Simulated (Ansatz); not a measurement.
**Ti: single point with PBE**

Ti:

```xyz
1
Lattice="-1.6410 1.6410 1.6410 1.6410 -1.6410 1.6410 1.6410 1.6410 -1.6410" Properties=species:S:1:pos:R:3 pbc="T T T"
Ti    0.0000    0.0000    0.0000
```

This isn't the form of Ti at room conditions, which is hcp.

```
Program             : Ansatz 0.2.0
Task                : single point
Functional          : PBE
Potentials or basis : all-electron LAPW, scalar-relativistic
Cutoff              : 227 eV (chosen from the basis error)
Basis error allowed : 0.001 eV/atom
k mesh              : 11 × 11 × 11
Occupations         : fermi-dirac, width 0.05 eV
Spin                : no spin polarisation
```

| Property | Result |
| --- | --- |
| Pressure | -2.5 GPa |
| Band gap on the k mesh | none (metal or under the smearing width) |

Levels at points of the mesh, in eV from the Fermi level:
```csv
k point,band 4,band 5,band 6,band 7,band 8,band 9
"(0.00, 0.00, 0.00)",-32.41,-5.89,0.98,0.98,0.98,2.71
```

It took 3.3 s on 1 thread of Arm Neoverse V1 (shared host), peak memory 0.21 GiB.
